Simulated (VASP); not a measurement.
# TaN (P-6m2) in VASP: electric field gradients with PBE

Aim: the electric field gradients of TaN with PBE.

Everything below comes from runs of VASP 6.6.1. Logs are shortened: lines on timing, memory, paths and dates and some standing lists are left out, and cuts for length are marked.

## 1. The cell of the first run

It takes space group P-6m2 (No. 187, hexagonal). Conventional cell: a = 2.957 Å, b = 2.957 Å, c = 2.902 Å, α = 90.00°, β = 90.00°, γ = 120.00°. Around Ta (site symmetry -6m2) lie 6 N at 2.24 Å. N (site symmetry -6m2) has 6 Ta at 2.24 Å as nearest neighbours.

## 2. Electric field gradients, PBE (volume scaled by 1.02)

File INCAR:

```
SYSTEM = TaN
PREC     = Accurate       ! precision mode
ENCUT    = 520            ! plane-wave cutoff, eV
EDIFF    = 1E-8           ! SCF threshold, eV
ISMEAR   = -1             ! smearing method
SIGMA    = 0.02           ! smearing width, eV
LREAL    = .FALSE.        ! projectors in reciprocal space
LASPH    = .TRUE.         ! aspherical terms in the spheres
NELM     = 100            ! most SCF steps
ALGO     = Normal         ! electronic algorithm
ISIF     = 2              ! what is computed and relaxed
LWAVE    = .FALSE.        ! write WAVECAR
LCHARG   = .FALSE.        ! write CHGCAR
GGA      = PE             ! functional
LEFG     = .TRUE.       
NBANDS   = 15             ! bands
```

File KPOINTS:

```
Automatic mesh
0
G
  12 12 10
  0 0 0
```

File POSCAR:

```
TaN
1.0
    2.9574563715      0.0000000000      0.0000000000
   -1.4787281858      2.5612323484      0.0000000000
    0.0000000000      0.0000000000      2.9020932717
Ta N
1 1
Direct
    0.3333333333      0.6666666667      0.5000000000
    0.0000000000      0.0000000000      0.0000000000
```

Potentials or basis: VASP PAW PBE potentials, release 64 (Ta_pv, N).

The run is started by

```console
> cat potpaw_PBE.64/Ta_pv/POTCAR potpaw_PBE.64/N/POTCAR > POTCAR
> mpirun -np 1 vasp_std > vasp.out
```

OUTCAR:

```text
SYSTEM = TaN
   PREC = Accurate
   ENCUT = 520
   EDIFF = 1E-8
   ISMEAR = -1
   LREAL = .FALSE.
   LASPH = .TRUE.
   NELM = 100
   ISIF = 2
   GGA = PE

 ion  position               nearest neighbor table
   1  0.333  0.667  0.500-   2 2.24   2 2.24   2 2.24   2 2.24   2 2.24   2 2.24
   2  0.000  0.000  0.000-   1 2.24   1 2.24   1 2.24   1 2.24   1 2.24   1 2.24

  LATTYP: Found a hexagonal cell.
 ALAT       =     2.9574563715
 C/A-ratio  =     0.9812801635

  Lattice vectors:

 A1 = (   2.9574563715,   0.0000000000,   0.0000000000)
 A2 = (  -1.4787281858,   2.5612323484,   0.0000000000)
 A3 = (   0.0000000000,   0.0000000000,   2.9020932717)

Analysis of symmetry for initial positions (statically):
=====================================================================
 Subroutine PRICEL returns:
 Original cell was already a primitive cell.

 Routine SETGRP: Setting up the symmetry group for a
 hexagonal supercell.

 Subroutine GETGRP returns: Found 12 space group operations
 (whereof 12 operations were pure point group operations)
 out of a pool of 24 trial point group operations.

The static configuration has the point symmetry D_3h.

Analysis of symmetry for dynamics (positions and initial velocities):
=====================================================================
 Subroutine PRICEL returns:
 Original cell was already a primitive cell.

 Routine SETGRP: Setting up the symmetry group for a
 hexagonal supercell.

 Subroutine GETGRP returns: Found 12 space group operations
 (whereof 12 operations were pure point group operations)
 out of a pool of 24 trial point group operations.

The dynamic configuration has the point symmetry D_3h.

 Subroutine INISYM returns: Found 12 space group operations
 (whereof 12 operations are pure point group operations),
 and found     1 'primitive' translations

----------------------------------------------------------------------------------------

                                     Primitive cell

  volume of cell :      21.9826

  direct lattice vectors                    reciprocal lattice vectors
     2.957456372  0.000000000  0.000000000     0.338128403  0.195218525  0.000000000
    -1.478728186  2.561232348  0.000000000     0.000000000  0.390437049  0.000000000
     0.000000000  0.000000000  2.902093272     0.000000000  0.000000000  0.344578863

  length of vectors
     2.957456372  2.957456372  2.902093272     0.390437049  0.390437049  0.344578863

  position of ions in fractional coordinates (direct lattice)
     0.333333333  0.666666667  0.500000000
     0.000000000  0.000000000  0.000000000

  ion indices of the primitive-cell ions
   primitive index   ion index
                 1           1
                 2           2

----------------------------------------------------------------------------------------

 KPOINTS: Automatic mesh

Automatic generation of k-mesh.
 Grid dimensions read from file:
 generate k-points for:   12   12   10

 Generating k-lattice:

  Cartesian coordinates                     Fractional coordinates (reciprocal lattice)
     0.028177367  0.016268210  0.000000000     0.083333333 -0.000000000  0.000000000
     0.000000000  0.032536421  0.000000000     0.000000000  0.083333333  0.000000000
     0.000000000  0.000000000  0.034457886     0.000000000  0.000000000  0.100000000

  Length of vectors
     0.032536421  0.032536421  0.034457886

  Shift w.r.t. Gamma in fractional coordinates (k-lattice)
     0.000000000  0.000000000  0.000000000

 Subroutine IBZKPT returns following result:
 ===========================================

[... 35 lines left out ...]
   NGX,Y,Z   is equivalent  to a cutoff of  13.49, 13.49, 13.75 a.u.
   NGXF,Y,Z  is equivalent  to a cutoff of  26.98, 26.98, 27.50 a.u.
 SYSTEM =  TaN
   PREC   = accura    normal or accurate (medium, high low for compatibility)
   ISTART =      0    job   : 0-new  1-cont  2-samecut
   ICHARG =      2    charge: 1-file 2-atom 10-const
   ISPIN  =      1    spin polarized calculation?
   LNONCOLLINEAR =      F non collinear calculations
   LSORBIT =      F    spin-orbit coupling
   LASPH  =      T    aspherical Exc in radial PAW
   ENCUT  =  520.0 eV  38.22 Ry    6.18 a.u.   5.50  5.50  5.40*2*pi/ulx,y,z
   NELM   =    100;   NELMIN=  2; NELMDL= -5     # of ELM steps
   EDIFF  = 0.1E-07   stopping-criterion for ELM
   LREAL  =      F    real-space projection
   EDIFFG = 0.1E-06   stopping-criterion for IOM
   NSW    =      0    number of steps for IOM
   IBRION =     -1    ionic relax: 0-MD 1-quasi-New 2-CG
   NFREE  =      0    steps in history (QN), initial steepest desc. (CG)
   ISIF   =      2    stress and relaxation
   ISYM   =      2    0-nonsym 1-usesym 2-fastsym
   POTIM  = 0.5000    time-step for ionic-motion
   TEBEG  =    0.0;   TEEND  =   0.0 temperature during run
   PSTRESS=    0.0 pullay stress
   NELECT =      16.0000    total number of electrons
   NUPDOWN=      -1.0000    fix difference up-down
   EMIN   =  10.00;   EMAX   =-10.00  energy-range for DOS
   EFERMI =   0.00;   METHOD = LEGACY
   ISMEAR =    -1;   SIGMA  =   0.02  broadening in eV -4-tet -1-fermi 0-gaus
   EFERMI_NEDOS =   21; number of points for ismear=-14 and -15
   IALGO  =     38    algorithm
   IMIX   =      4    mixing-type and parameters
     AMIX     =   0.40;   BMIX     =  1.00
     AMIX_MAG =   1.60;   BMIX_MAG =  1.00
  volume/ion in A,a.u.               =      10.99        74.17
  Fermi-wavevector in a.u.,A,eV,Ry     =   1.472613  2.782835 29.505440  2.168589
  Thomas-Fermi vector in A             =   2.587606
   LORBIT       =      0    0 simple, 1 ext, 2 COOP (PROOUT), +10 PAW based schemes
   GGA     = PE    functional components
   LHFCALC =     F    Hartree Fock is set to
   AEXX    =    0.0000 exact exchange contribution
   IVDW    =     0    specifies the selected vdW correction
   LEPSILON=     F    determine dielectric tensor
   LRPA    =     F    only Hartree local field effects (RPA)
 non-spin polarized calculation
  energy-cutoff  :      520.00
  volume of cell :       21.98
 maximum number of plane-waves:       611
 NGX is ok and might be reduce to    24

 number of electron      16.0000001 magnetization

 Free energy of the ion-electron system (eV)
  ---------------------------------------------------
  ext. energy  EPLUGINS =         0.00000000
  ---------------------------------------------------
  free energy    TOTEN  =       -22.44605624 eV

  energy without entropy =      -22.44596631  energy(sigma->0) =      -22.44601128

 E-fermi :   8.1515     XC(G=0): -13.2372

 val. band max:        8.0536270391   @ k =   0.0000   0.0000   0.4000
 cond. band min:       8.1694581382   @ k =   0.3333   0.3333   0.0000
 fundamental gap:      0.1158310991
 Fermi energy:         8.1514529904

 k-point     1 :       0.0000    0.0000    0.0000
  band No.  band energies     occupation
      1     -26.8585      2.00000
      2     -26.6035      2.00000
      3     -26.6035      2.00000
      4      -9.5829      2.00000
      5       3.5706      2.00000
      6       3.5706      2.00000
      7       3.9296      2.00000
      8       5.1454      2.00000
      9      10.1105      0.00000
     10      11.5416      0.00000
     11      11.5416      0.00000
     12      11.9392      0.00000
     13      11.9392      0.00000
     14      21.0184      0.00000
[... 401 lines left out ...]
      2     -26.8377      2.00000
      3     -26.7592      2.00000
      4      -7.9065      2.00000
      5       0.6121      2.00000
      6       3.1041      2.00000
      7       4.4377      2.00000
      8       5.3961      2.00000
      9      10.6308      0.00000
     10      10.9586      0.00000
     11      12.4715      0.00000
     12      12.9297      0.00000
     13      14.9304      0.00000
     14      20.9993      0.00000
     15      21.3581      0.00000

 [... further k-points ...]

------------------------ aborting loop because EDIFF is reached ----------------------------------------

  FORCE on cell =-STRESS in cart. coord.  units (eV):
  Direction    XX          YY          ZZ          XY          YZ          ZX
  --------------------------------------------------------------------------------------
  -------------------------------------------------------------------------------------
  Total       -0.2238749     -0.2238749     -0.1618605      0.0000000      0.0000000     -0.0000000
  in kB      -16.3168845    -16.3168845    -11.7970308      0.0000000      0.0000000     -0.0000000
  external PRESSURE =     -14.8102666 kB  Pullay stress =       0.0000000 kB

 VOLUME and BASIS-vectors are now :
 -----------------------------------------------------------------------------
  energy-cutoff  :      520.00
  volume of cell :       21.98
      direct lattice vectors                 reciprocal lattice vectors
     2.957456372  0.000000000  0.000000000     0.338128403  0.195218525  0.000000000
    -1.478728186  2.561232348  0.000000000     0.000000000  0.390437049  0.000000000
     0.000000000  0.000000000  2.902093272     0.000000000  0.000000000  0.344578863

 POSITION                                       TOTAL-FORCE (eV/Angst)
 -----------------------------------------------------------------------------------
     -0.00000      1.70749      1.45105        -0.000000      0.000000      0.000000
      0.00000      0.00000      0.00000         0.000000     -0.000000      0.000000
 -----------------------------------------------------------------------------------
    total drift:                                0.000000     -0.000000     -0.000000

  FREE ENERGIE OF THE ION-ELECTRON SYSTEM (eV)
  ---------------------------------------------------
  free  energy   TOTEN  =       -22.4460562441 eV

  energy  without entropy=      -22.4459663148  energy(sigma->0) =      -22.44601128

 Electric field gradients (V/A^2)
---------------------------------------------------------------------
 ion       V_xx      V_yy      V_zz      V_xy      V_xz      V_yz
---------------------------------------------------------------------
   1     -11.129   -11.129    22.258     0.000     0.000    -0.000
   2      -0.465    -0.464     0.929     0.001     0.000    -0.000
---------------------------------------------------------------------

 Electric field gradients after diagonalization (V/A^2)
 (convention: |V_zz| > |V_xx| > |V_yy|)
----------------------------------------------------------------------
 ion       V_xx      V_yy      V_zz     asymmetry (V_yy - V_xx)/ V_zz
----------------------------------------------------------------------
   1     -11.129   -11.129    22.258       0.000
   2      -0.466    -0.463     0.929       0.003
----------------------------------------------------------------------

           NMR quadrupolar parameters

 Cq : quadrupolar parameter    Cq=e*Q*V_zz/h
 eta: asymmetry parameters     (V_yy - V_xx)/ V_zz
 Q  : nuclear electric quadrupole moment in mb (millibarn)
----------------------------------------------------------------------
 ion       Cq(MHz)       eta       Q (mb)
----------------------------------------------------------------------
   1       0.054       0.000       1.000
   2       0.002       0.003       1.000
----------------------------------------------------------------------
```

It took 30 s on 1 thread of Intel Xeon Platinum 8259CL at 2.50GHz (Skylake/Cascade Lake), shared host; peak memory 0.17 GiB.

What came out:

```yaml
Free_energy: -22.4461 eV
Pressure: -1.5 GPa
Band_gap_on_the_k_mesh: none (metal or under the smearing width)
```

Levels at points of the mesh, in eV from the Fermi level:
| k point | band 6 | band 7 | band 8 | band 9 | band 10 | band 11 |
| --- | --- | --- | --- | --- | --- | --- |
| (0.00, 0.00, 0.00) | -4.58 | -4.22 | -3.01 | 1.96 | 3.39 | 3.39 |
| (0.50, 0.00, 0.00) | -5.20 | -3.50 | -3.25 | 2.83 | 3.80 | 5.00 |
| (0.00, 0.00, 0.50) | -3.79 | -3.79 | -0.18 | -0.18 | 2.24 | 3.17 |
| (0.50, 0.00, 0.50) | -6.21 | -5.67 | -0.51 | 3.92 | 5.10 | 5.76 |

Electric field gradients, principal values (V/Å²):
| atom | Vxx | Vyy | Vzz |
| --- | --- | --- | --- |
| 1 Ta | -11.129 | -11.129 | 22.258 |
| 2 N | -0.463 | -0.466 | 0.929 |

Spin-orbit coupling is left out, which matters for the levels of Ta.
